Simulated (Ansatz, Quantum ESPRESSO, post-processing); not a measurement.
# Ballistic transmission: 1 layers of Mo in Au(111), on the host's sites, part 4 of 4

How well does the junction conduct in the ballistic limit? It is: 1 layers of Mo in Au(111), on the host's sites.

Quantum ESPRESSO 7.5; plane-wave DFT, PBE, JTH PAW pseudopotentials; cross-check by Ansatz 0.2.0 with PAW datasets.

So far. Step 3 (Transmission with pwcond.x): The run is unpolarised; a magnetic state was not tried, may lie lower and would change T. Step 3 (Transmission with pwcond.x): At no point does T exceed the number of channels.

## 5. The same in Ansatz

A second code with its own PAW datasets, on the same atoms.

Level of this step: plane-wave DFT, PBE, Ansatz PAW (Ansatz 0.2.0).

Contents of input.yaml:

```yaml
crystal:
  lattice:
    - [2.9486352775, 0.0, 0.0]
    - [1.4743176388, 2.5535930569, 0.0]
    - [0.0, 0.0, 35.8010680261]
  atoms:
    - { symbol: Au, position: [0.0, 0.0, 0.0] }
    - { symbol: Au, position: [0.333333333, 0.333333333, 0.0672480112] }
    - { symbol: Au, position: [0.666666667, 0.666666667, 0.1344960223] }
    - { symbol: Au, position: [0.0, 0.0, 0.2017440335] }
    - { symbol: Au, position: [0.333333333, 0.333333333, 0.2689920447] }
    - { symbol: Au, position: [0.666666667, 0.666666667, 0.3362400559] }
    - { symbol: Mo, position: [0.0, 0.0, 0.3991279832] }
    - { symbol: Au, position: [0.333333333, 0.333333333, 0.4620159106] }
    - { symbol: Au, position: [0.666666667, 0.666666667, 0.5292639218] }
    - { symbol: Au, position: [0.0, 0.0, 0.596511933] }
    - { symbol: Au, position: [0.333333333, 0.333333333, 0.6637599441] }
    - { symbol: Au, position: [0.666666667, 0.666666667, 0.7310079553] }
    - { symbol: Au, position: [0.0, 0.0, 0.7982559665] }
    - { symbol: Au, position: [0.333333333, 0.333333333, 0.8655039777] }
    - { symbol: Au, position: [0.666666667, 0.666666667, 0.9327519888] }
kpoints:
  mp_grid: { grid: [9, 9, 1] }
hamiltonian:
  xc: pbe
scf:
  occupations: { method: fermi_dirac, width: 0.1 }
  convergence: { dr2_threshold: 1.0e-08 }
output:
  transmission: { leads: [[0, 3]], e_range: [-0.4, 0.4], de: 0.4, kmesh: [8, 8] }
  write_potential: true
  write_density: true
  volumetric_format: npy
  elf: true
```

Launch:

```sh
> ansatz run input.yaml --threads 4 --pin off --max-ram 8192MiB --backend cpu --events-out ev --progress --plain --runs-dir out
```

Numbers of over 12 decimals in the logs are rounded to 6 here.

Log:

```text
Engine: ansatz 0.2.0, aarch64-unknown-linux-gnu
Pseudopotentials: kind: paw
Pseudopotential: Au, paw, valence charge 19, recommended cutoff 420 eV (normal), Au.paw.azcp
Pseudopotential: Mo, paw, valence charge 14, recommended cutoff 420 eV (normal), Mo.paw.azcp
Functional definition: PBE
  parameter kappa = 0.804
  parameter beta = 0.066725
  exchange = pbe_x(kappa = kappa, mu = beta*pi^2/3)
  correlation = pbe_c(beta = beta)
Crystal: 15 atoms, lattice volume = 269.568 Å³
Basis set: ecut = 420 eV, 5147 PW (Γ)
Bands: 168, of which v1, the nominal top of the filled ones, is band 140 counted from 1 (139 counted from 0)
Symmetry: 12 space group operations
Space group: P-3m1 (ITA 164), of the structure as read, at distance tolerance 6.5e-5 Å
k-points: 12 of 81
Non-local potential: Au, projectors of the file, l = 0: 3, l = 1: 2, l = 2: 2, l = 3: 1
Non-local potential: Mo, projectors of the file, l = 0: 3, l = 1: 2, l = 2: 2, l = 3: 1
PAW form: soft (Blöchl's): semilocal exchange-correlation on the pseudo side does not see the compensation charge
PAW one-centre angular grid: Au, 590 points (default); XC on 64 Gauss nodes
PAW one-centre angular grid: Mo, 590 points (default); XC on 64 Gauss nodes
Initial density: superposition of atomic densities (neutral atoms: chi_scale 0, normalization atom), corrected by the library's trained network
Initial wavefunctions: pseudopotential atomic-orbital guess
Functional: x = pbe(κ = 0.804, μ = 0.219515), c = pbe(β = 0.066725)
SCF iter   1: F=—  HF=-189046.186681 eV  |F-HF|=—  |Δ(HF+E_count)|=         —  Δρ=6.56e-3  dr2=7.45e0  ethr=1.77e-3  ⟨swp⟩=4.9  Hψ=6097  notcnv=0  defer=121
preconditioner: auto → Kerker (q_TF=auto, 2.746 Å⁻¹)  [metal: Δε(μ)=0.051 eV  Ē_g=9.538 eV  σ=0.100 eV  W_gap=0.13  n_scr=108 (ndim 8)  ℏωp=28.6 eV  f_vac=0.000  D(μ)=5.08/eV (n_scr^D=20)]
SCF iter   2: F=—  HF=-189046.169131 eV  |F-HF|=—  |Δ(HF+E_count)|=   1.75e-2  Δρ=3.85e-3  dr2=3.87e0  ethr=1.77e-3  ⟨swp⟩=1.0  Hψ=2328  notcnv=0  defer=121
SCF iter   3: F=—  HF=-189046.141940 eV  |F-HF|=—  |Δ(HF+E_count)|=   2.72e-2  Δρ=1.08e-3  dr2=3.00e-1  ethr=1.38e-3  ⟨swp⟩=1.0  Hψ=1845  notcnv=0  defer=123
SCF iter   4: F=—  HF=-189046.137369 eV  |F-HF|=—  |Δ(HF+E_count)|=   4.57e-3  Δρ=4.54e-4  dr2=3.70e-2  ethr=1.07e-4  ⟨swp⟩=1.0  Hψ=2090  notcnv=0  defer=127
SCF iter   5: F=—  HF=-189046.136680 eV  |F-HF|=—  |Δ(HF+E_count)|=   6.88e-4  Δρ=1.89e-4  dr2=4.34e-3  ethr=1.32e-5  ⟨swp⟩=1.0  Hψ=1967  notcnv=0  defer=127
SCF iter   6: F=—  HF=-189046.136567 eV  |F-HF|=—  |Δ(HF+E_count)|=   1.14e-4  Δρ=8.14e-5  dr2=9.23e-4  ethr=1.55e-6  ⟨swp⟩=1.0  Hψ=1849  notcnv=0  defer=127
SCF iter   7: F=—  HF=-189046.136543 eV  |F-HF|=—  |Δ(HF+E_count)|=   2.37e-5  Δρ=3.81e-5  dr2=1.63e-4  ethr=3.30e-7  ⟨swp⟩=1.0  Hψ=1849  notcnv=0  defer=127
SCF iter   8: F=—  HF=-189046.136494 eV  |F-HF|=—  |Δ(HF+E_count)|=   4.88e-5  Δρ=1.48e-5  dr2=1.95e-5  ethr=5.82e-8  ⟨swp⟩=1.1  Hψ=1850  notcnv=0  defer=127
SCF iter   9: F=—  HF=-189046.136820 eV  |F-HF|=—  |Δ(HF+E_count)|=   3.26e-4  Δρ=6.95e-6  dr2=3.05e-6  ethr=6.96e-9  ⟨swp⟩=1.0  Hψ=1905  notcnv=0  defer=129
SCF iter  10: F=—  HF=-189046.136820 eV  |F-HF|=—  |Δ(HF+E_count)|=   1.47e-7  Δρ=3.30e-6  dr2=6.13e-7  ethr=1.09e-9  ⟨swp⟩=1.0  Hψ=1849  notcnv=0  defer=129
SCF iter  11: F=—  HF=-189046.136820 eV  |F-HF|=—  |Δ(HF+E_count)|=   3.72e-8  Δρ=1.48e-6  dr2=9.87e-8  ethr=2.19e-10  ⟨swp⟩=1.1  Hψ=1850  notcnv=0  defer=129
SCF iter  12: F=—  HF=-189046.136820 eV  |F-HF|=—  |Δ(HF+E_count)|=   5.88e-9  Δρ=5.44e-7  dr2=1.23e-8  ethr=3.53e-11  ⟨swp⟩=1.2  Hψ=1851  notcnv=0  defer=129
SCF iter  13: F=-189046.136820 eV  HF=-189046.136820 eV  |F-HF|=2.18e-9  |Δ(HF+E_count)|=  8.15e-10  Δρ=2.42e-7  dr2=2.29e-9  ethr=3.57e-12  ⟨swp⟩=9.5  Hψ=6210  notcnv=0
SCF 1 converged in 13 iterations: F = -189046.136820 eV  dr2 = 2.29e-9
  greatest PAW one-centre occupation: 1.000 electrons in one spin orbital (limit 2), on the Au atom at site 7 (counted from 0), in its partial waves of l = 0
transmission: 58 of 580 steps passed
transmission: 116 of 580 steps passed
[...]
transmission: 580 of 580 steps passed
SCF converged after 13 iterations
Free energy (F): -189046.136820 eV
Harris-Foulkes:  -189046.136820 eV  (|F-HF|=2.18e-9)
Internal energy: -189045.978219 eV  (E = F + TS)
E sigma→0 (E₀):  -189046.057519 eV
Entropy (-TS):   -0.158602 eV (-10.573 meV/atom)
Fermi energy:    19.151154 eV
--- Per-component energies (eV) ---
  E_band       = -3325.115534
  E_kinetic    = 8893.445779
  E_local      = -26420.962453  (includes V_loc(G=0)·N_el)
  E_nonlocal   = 1181.469308
  E_hartree    = 11149.558627
  E_xc         = -3369.656062
  E_vxc        = -4074.151970  (∫ρ·V_xc dr)
  E_paw        = -139094.012076  (= ΣΔE_a)
  E_vpaw       = -5204.052622  (= ΣTr[D̂ρ^β])
  E_aug_tail   = 0.019283  (compensation charges beyond the density's cutoff)
  E_ewald      = -41385.840625
  E_smearing   = -0.158602  (= −TS)
  E_closure    = -0.000000  (closes the sum)
  Σ components = -189046.136820   (vs F -189046.136820, Δ=0.00e0)
--- Band table (eV; the first three rows and the last of 12) ---
  k-point 0: bands = [... 136 lower, 16.8731, 16.9571, 16.9571, 17.0854, 17.0854, 17.1747, 17.1747, 17.4219, ... 24 higher]
  k-point 1: bands = [... 136 lower, 16.8566, 16.9742, 17.1102, 17.1966, 17.2046, 17.5509, 17.9435, 18.4846, ... 24 higher]
  k-point 2: bands = [... 136 lower, 17.1578, 17.2146, 17.2455, 17.4095, 17.8778, 18.3505, 18.5240, 19.0561, ... 24 higher]
  k-point 11: bands = [... 136 lower, 21.4555, 21.4848, 21.6053, 21.6292, 21.6292, 21.7042, 21.7042, 21.8568, ... 24 higher]
--- Transmission ---
  basis      : 61 plane waves across, 58 finite elements along
  points     : 10, standing for a mesh of 8 x 8
  energies   : 3 from -0.400000 to 0.400000 eV about the Fermi level, 0.400000 eV apart; the leads are filled to 0.000000 eV, and channels, transmission and decay are at 0.000000 eV
  crystal 0  : Au3, at the sites [0, 3], period 7.2227 Å, over 33.71 Å; its Hamiltonian steps by up to 34.1 meV: too much for a lead, lay more layers or, if its atoms are ordered, name the step of that order
    offset         : up to 0.0000 Å between an atom of the period and one for which it stands
    channels       : 8.906250e-1 a spin
    conductance    : none, the energies end too early or step too widely for 300 K: set another output.transmission.e_range or a lower de, or, where they end at an eighth of basis.ecutwfc, a higher one
    slowest decay  : 0.1123 /Å at (0.0000, 0.0000)
  junction   : crystal 0 to crystal 0, -2.91 to 25.67 Å
    transmission   : 6.764538e-1 a spin
    conductance    : none, the energies end too early or step too widely for 300 K: set another output.transmission.e_range or a lower de, or, where they end at an eighth of basis.ecutwfc, a higher one
```

It took 12 s on 4 threads of Arm Neoverse V2, shared host; peak memory 1.2 GiB.

Read from the output:

* free energy: -189046.1368 eV
* energy at zero smearing: -189046.0575 eV
* smearing term TS: 0.1586 eV
* Fermi energy: 19.15 eV
* symmetry operations: 12
* transmission at the Fermi level, one spin: 0.6765
* step of the lead's Hamiltonian over a period: 34.1 meV

Per spin; mean over the k mesh across the current. The transmission, zone mean by energy, zero at the Fermi level:

| energy (eV) | transmission, zone mean |
| --- | --- |
| -0.400 | 0.429 |
| 0.000 | 0.676 |
| 0.400 | 0.552 |

Per spin; mean over the k mesh across the current. Table of open channels, zone mean by energy, zero at the Fermi level:

| energy (eV) | open channels, zone mean |
| --- | --- |
| -0.400 | 0.797 |
| 0.000 | 0.891 |
| 0.400 | 0.891 |

ELF in the ca plane at fractional y = 0.000, with atoms of Au and Mo within 0.2 Å of it. It is the smooth field of the valence electrons, not physical close to the nuclei.

Ten even steps from '0' (0.11) to '9' (0.74), each cell a mean:
```
11125787521111000011111597982121100001111136
21124665311122110122221168731222210012211125
32112332111233211134322123212233321123332112
43111111111344321235433223223235421124542101
42111222111344311234432222222234421123432111
22113454211222211123222136521223221112321123
11125776421111100011221389961221110011111136
11136898521111000001111694793111100001111147
```
Columns run along c (16.0 Å, from fractional 0.14 to 0.59 of the cell), rows up along a (2.9 Å). Atoms in or near the plane, at fractional coordinates: Au at (0.20, 0.00), Mo at (0.40, 0.00).

Valence density in the ca plane at fractional y = 0.000, with atoms of Au and Mo within 0.2 Å of it. It is the smooth field of the valence electrons, not physical close to the nuclei.

Ten steps, logarithmic in the rise over the least value, from '0' (0 e/Å³) to '9' (14 e/Å³), each cell a mean:
```
11136898621111000011112578863111100001111147
21124676421122100122211356642122210012221135
32112343211344311234321123321234321123432112
43101111112355321245431112111235432134542101
43111222111344321244421122211234431124442111
32113565311233211123321245431123321112321124
11125887521111100011112467752111110001111137
10137999631010000001112578863111000000100258
```
Columns run along c (16.0 Å, from fractional 0.14 to 0.59 of the cell), rows up along a (2.9 Å). Atoms in or near the plane, at fractional coordinates: Au at (0.20, 0.00), Mo at (0.40, 0.00).

Ansatz finds T = 0.676 against pwcond's 0.677.

## 6. All levels side by side

All levels:

| step | T at the Fermi level (per spin) | conductance (G0) | r.m.s. T(E) from the first | CPU time of the step (s) | peak memory (GiB) |
| --- | --- | --- | --- | --- | --- |
| Ansatz | 0.6765 | - | 0 | 44.76 | 1.214 |
| pwcond | 0.6768 | 0.6768 | 0.03215 | 194.2 | 0.3 |
| pwcond, changed setting | 0.6745 | 0.6745 | 0.04303 | 118.5 | 0.29 |

Per spin; mean over the k mesh across the current. Table of transmission, zone mean by energy, zero at the Fermi level:

| energy (eV) | Ansatz | pwcond | pwcond, changed setting |
| --- | --- | --- | --- |
| -0.400 | 0.429 | 0.374 | 0.359 |
| 0.000 | 0.676 | 0.677 | 0.675 |
| 0.400 | 0.552 | 0.551 | 0.577 |

## 7. The arithmetic

The Landauer sum over the mesh, Σ w T = 0.1875 × 0.994 + 0.1875 × 0.917 + 0.0938 × 1 + … = 0.6768.

G = 0.677 × 77.48 µS = 52.4 µS a cell. Times the area of 7.530 Å², the resistance-area product is A/G = 1.44 fΩ m², the leads' contact resistance included.

Free electrons at 1 an atom (3 atoms in 54.4 Å³) have k_F = 1.178 1/Å and offer A k_F²/4π = 0.83 channels per spin; the lead has 0.89 on this mesh.

## 8. Summary of results

```yaml
conductance_from_t_at_the_fermi_level_a_cell: 0.677 G₀
conductance_per_area: 696 S/μm²
lead_channels_per_spin: 0.89
the_same_conductance_by_ansatz: 0.676 G₀
```

The junction conducts 0.677 G₀ a cell at the Fermi level (PBE, JTH PAW). At the Fermi level the junction passes 76 % of what the leads offer. At the Fermi level pwcond and Ansatz differ by 0.049 %, a close match. Ansatz finds a step of 34 meV across the lead's period inside the junction cell: the lead is too short to be bulk-like, which bears on both codes. The mean rests on 10 distinct points, the heaviest weighing 0.19, and the mesh was not tested, so even the second digit is unsure. Over -0.4 to 0.4 eV, T lies between 0.37 and 0.68 per spin. The geometry is as built, not relaxed, and the leads are short. Spin-orbit coupling is left out; depending on the atoms that carry the levels of interest, it can split and shift them by tenths of an eV to an eV or more.

[Logs are printed without paths, hosts, clocks, repeated set-up lines and the standing remarks that a program may print on its own settings, such as how far it seeks lower states.]

[Hosts, paths, dates, database ids (printed as entryN), source tags and the programs' standing remarks are cut or masked in the printed files.]

[Maps of the electrostatic potential energy from Ansatz leave out the sawtooth potential of an applied field or a dipole correction, so their vacuum need not be flat; planar profiles and work functions include it.]
